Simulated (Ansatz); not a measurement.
A plane-wave DFT run in Ansatz 0.2.0 (scalar-relativistic PAW potentials unless the input names others): input and command.

```yaml
crystal:
  lattice:
    - [3.4168955012, 0.0, 0.0]
    - [-1.7084477506, 2.9591183062, 0.0]
    - [0.0, 0.0, 9.646044583]
  atoms:
    - { symbol: Si, position: [0.6666666667, 0.3333333333, 0.9267533914] }
    - { symbol: Si, position: [0.3333333333, 0.6666666667, 0.4267533914] }
    - { symbol: Si, position: [0.6666666667, 0.3333333333, 0.5732466086] }
    - { symbol: Si, position: [0.3333333333, 0.6666666667, 0.0732466086] }
    - { symbol: S, position: [0.0, 0.0, 0.75] }
    - { symbol: S, position: [0.0, 0.0, 0.25] }
basis:
  ecutwfc: 420
kpoints:
  mp_grid: { grid: [12, 12, 4] }
hamiltonian:
  xc: pbe
scf:
  occupations: { method: gaussian, width: 0.1 }
  lower_state_search: light
  mixing: { preconditioner: local_kerker }
output:
  forces: true
  eigenvalues: true
  stress: true
relax:
  adjacent_minimum: "off"
  f_tol: 0.01
  max_steps: 60
  cell: { stress_tol: 0.1 }
accuracy: medium
```

```bash
ansatz run input.yaml --threads 1 --pin off --max-ram 2560MiB --backend cpu --events-out ev --progress --plain --runs-dir out
```

Abridged log:
```
Pseudopotentials: kind: paw
Pseudopotential: Si, paw, valence charge 4, recommended cutoff 420 eV (normal)
Pseudopotential: S, paw, valence charge 6, recommended cutoff 420 eV (normal)
Functional definition: PBE
Crystal: 6 atoms, lattice volume = 97.531 Å³
Basis set: ecut = 420 eV, 1917 PW (Γ), exchange–correlation on 48×48×144 points (8 copies of the dense FFT grid, shifted against one another)
Bands: 20, of which v1, the nominal top of the filled ones, is band 14 counted from 1 (13 counted from 0)
Symmetry: 24 space group operations
Space group: P63/mmc (ITA 194), of the structure as read, at distance tolerance 4.6e-5 Å
k-points: 57 of 576
Initial density: superposition of atomic densities (neutral atoms: chi_scale 0, normalization atom), corrected by the library's trained network
Initial wavefunctions: pseudopotential atomic-orbital guess
Functional: x = pbe(κ = 0.804, μ = 0.21951497), c = pbe(β = 0.06672455)
SCF iter   1: F=—  HF=-4345.718720 eV  |F-HF|=—  |Δ(HF+E_count)|=         —  Δρ=3.85e-3  dr2=1.28e-2  ethr=1.77e-3  ⟨swp⟩=6.1  Hψ=6316  notcnv=0
SCF iter   2: F=—  HF=-4345.717964 eV  |F-HF|=—  |Δ(HF+E_count)|=   7.57e-4  Δρ=2.13e-3  dr2=3.38e-3  ethr=4.56e-5  ⟨swp⟩=1.7  Hψ=1947  notcnv=0
SCF iter   3: F=—  HF=-4345.718022 eV  |F-HF|=—  |Δ(HF+E_count)|=   5.85e-5  Δρ=3.34e-4  dr2=7.83e-5  ethr=1.21e-5  ⟨swp⟩=2.3  Hψ=1850  notcnv=0
SCF iter   4: F=—  HF=-4345.717980 eV  |F-HF|=—  |Δ(HF+E_count)|=   4.20e-5  Δρ=4.58e-5  dr2=1.35e-6  ethr=2.80e-7  ⟨swp⟩=1.2  Hψ=1207  notcnv=0
SCF iter   5: F=-4345.717980 eV  HF=-4345.717980 eV  |F-HF|=5.64e-9  |Δ(HF+E_count)|=   4.62e-7  Δρ=8.42e-6  dr2=7.18e-8  ethr=4.81e-9  ⟨swp⟩=2.6  Hψ=1917  notcnv=0
SCF iter   6: F=-4345.717981 eV  HF=-4345.717981 eV  |F-HF|=1.60e-10  |Δ(HF+E_count)|=   1.79e-8  Δρ=1.20e-6  dr2=1.54e-9  ethr=2.56e-10  ⟨swp⟩=5.9  Hψ=5103  notcnv=0
SCF 1 converged in 6 iterations: F = -4345.717981 eV  dr2 = 1.54e-9
relax step   1: F+E_penalty+E_count = -4345.71798050 eV  Δ(F+E_penalty+E_count) = +0.000e0 eV  max|allowed force component| = 7.332e-3 eV/Å  Δτ_max = 0.0000 Å  P =  0.000 GPa  Ω = 97.531 Å³  (6 SCF iters, dr2 threshold 1.00e-7 eV, accepted)
Crystal: 6 atoms, lattice volume = 97.596 Å³
Initial density: handed on by an earlier stage of this run
Initial wavefunctions: those handed on with the density
SCF iter   1: F=—  HF=-4345.718238 eV  |F-HF|=—  |Δ(HF+E_count)|=         —  Δρ=3.86e-4  dr2=3.44e-4  ethr=1.18e-6  ⟨swp⟩=2.3  Hψ=6385  notcnv=0
SCF iter   2: F=—  HF=-4345.718178 eV  |F-HF|=—  |Δ(HF+E_count)|=   6.04e-5  Δρ=2.02e-4  dr2=7.91e-5  ethr=1.18e-6  ⟨swp⟩=1.5  Hψ=1358  notcnv=0
   ...
SCF iter   4: F=-4345.718248 eV  HF=-4345.718248 eV  |F-HF|=2.52e-9  |Δ(HF+E_count)|=   5.03e-8  Δρ=3.08e-6  dr2=9.73e-9  ethr=4.02e-10  ⟨swp⟩=4.8  Hψ=4674  notcnv=0
SCF 3 converged in 4 iterations: F = -4345.718248 eV  dr2 = 9.73e-9
relax step   3: F+E_penalty+E_count = -4345.71824773 eV  Δ(F+E_penalty+E_count) = -1.460e-4 eV  max|allowed force component| = 1.946e-2 eV/Å  Δτ_max = 0.0006 Å  P = +0.011 GPa  Ω = 97.597 Å³  energy of the carried Pulay correction = -7.867e-6 eV  (4 SCF iters, dr2 threshold 1.13e-7 eV, accepted)
Crystal: 6 atoms, lattice volume = 97.641 Å³
SCF iter   1: F=—  HF=-4345.718390 eV  |F-HF|=—  |Δ(HF+E_count)|=         —  Δρ=1.62e-4  dr2=3.53e-5  ethr=1.23e-7  ⟨swp⟩=2.5  Hψ=6385  notcnv=0
SCF iter   2: F=—  HF=-4345.718334 eV  |F-HF|=—  |Δ(HF+E_count)|=   5.67e-5  Δρ=8.98e-5  dr2=9.27e-6  ethr=1.23e-7  ⟨swp⟩=1.0  Hψ=1140  notcnv=0
SCF iter   3: F=—  HF=-4345.718334 eV  |F-HF|=—  |Δ(HF+E_count)|=   2.59e-7  Δρ=1.05e-5  dr2=1.70e-7  ethr=3.31e-8  ⟨swp⟩=2.3  Hψ=1682  notcnv=0
SCF iter   4: F=-4345.718334 eV  HF=-4345.718334 eV  |F-HF|=6.74e-10  |Δ(HF+E_count)|=   3.00e-8  Δρ=2.43e-6  dr2=4.87e-9  ethr=8.45e-11  ⟨swp⟩=5.7  Hψ=4775  notcnv=0
SCF 4 converged in 4 iterations: F = -4345.718334 eV  dr2 = 4.87e-9
relax step   4: F+E_penalty+E_count = -4345.71833389 eV  Δ(F+E_penalty+E_count) = -8.617e-5 eV  max|allowed force component| = 8.160e-3 eV/Å  Δτ_max = 0.0016 Å  P = +0.017 GPa  Ω = 97.641 Å³  energy of the carried Pulay correction = -1.324e-5 eV  (4 SCF iters, dr2 threshold 2.37e-8 eV, accepted)
Initial wavefunctions: pseudopotential atomic-orbital guess (no wavefunctions were taken with the density)
SCF iter   1: F=—  HF=-4345.718399 eV  |F-HF|=—  |Δ(HF+E_count)|=         —  Δρ=3.80e-6  dr2=4.82e-9  ethr=1.75e-7  ⟨swp⟩=3.0  Hψ=9478  notcnv=0
SCF iter   2: F=—  HF=-4345.718349 eV  |F-HF|=—  |Δ(HF+E_count)|=   4.99e-5  Δρ=2.23e-6  dr2=2.44e-9  ethr=1.72e-11  ⟨swp⟩=3.3  Hψ=2418  notcnv=0
SCF iter   3: F=-4345.718349 eV  HF=-4345.718349 eV  |F-HF|=0.00e0  |Δ(HF+E_count)|=   8.28e-9  Δρ=4.27e-7  dr2=9.64e-11  ethr=1.00e-12  ⟨swp⟩=4.2  Hψ=5439  notcnv=0
SCF 5 converged in 3 iterations: F = -4345.718349 eV  dr2 = 9.64e-11
SCF converged after 3 iterations
Free energy (F): -4345.718349 eV
Harris-Foulkes:  -4345.718349 eV  (|F-HF|=0.00e0)
Internal energy: -4345.706648 eV  (E = F + TS)
E sigma→0 (E₀):  -4345.712499 eV
Entropy (-TS):   -0.011701 eV (-1.950 meV/atom)
Fermi energy:    9.109981 eV
--- Forces (eV/Å), atoms counted from 1 ---
  atom   1  Si     0.00000000     0.00000000     0.00817222
  atom   2  Si     0.00000000     0.00000000     0.00817222
  atom   3  Si     0.00000000     0.00000000    -0.00817222
  atom   4  Si     0.00000000     0.00000000    -0.00817222
  atom   5  S      0.00000000     0.00000000     0.00000000
  atom   6  S      0.00000000     0.00000000     0.00000000
--- Stress (GPa, compression-positive) ---
        0.020081       0.000000       0.000000
        0.000000       0.020081       0.000000
        0.000000       0.000000       0.010507
  P = ⅓ Tr σ = 0.0169 GPa (0.169 kbar)
--- Relaxed structure (4 steps of the walk, 4 accepted, 1 SCFs on fresh bases) ---
  F+E_penalty+E_count = -4345.71834919 eV   max|allowed force component| = 8.172e-3 eV/Å   (the final SCF, on the basis selected at the relaxed cell)
  cell:  # Å, volume = 97.6414 Å³
    - [3.42370379, 0.0, 0.0]
    - [-1.71185189, 2.96501446, 0.0]
    - [0.0, 0.0, 9.61858008]
  atoms:
    - { symbol: Si, position: [0.66666666, 0.33333333, 0.92696836] }
    - { symbol: Si, position: [0.33333333, 0.66666666, 0.42696836] }
    - { symbol: Si, position: [0.66666666, 0.33333333, 0.57303163] }
    - { symbol: Si, position: [0.33333333, 0.66666666, 0.07303163] }
    - { symbol: S, position: [0.0, 0.0, 0.75000000] }
    - { symbol: S, position: [0.0, 0.0, 0.25000000] }
```

Apart from outputs and empty bands, the input differs from a reference run on usual settings in accuracy: not typed → "medium"; scf.lower_state_search: not typed → "light"; scf.mixing.preconditioner: not typed → "local_kerker". The reference, at the same start, ended its own course with a relaxed volume of 16.27 Å³/atom, pressure 0.02 GPa, largest force 0.008 eV/Å, no gap on the mesh. This run converged in 21 SCF iterations over all its steps (reference: 23) with an energy at zero smearing within 0.01 meV/atom of the reference's, a relaxed volume of 16.27 Å³/atom, pressure 0.02 GPa, largest force 0.008 eV/Å, no gap on the mesh.

Time: 27 s on 1 thread of Intel(R) Xeon(R) Processor @ 2.70GHz, with other jobs on the host, peak memory 0.43 GiB.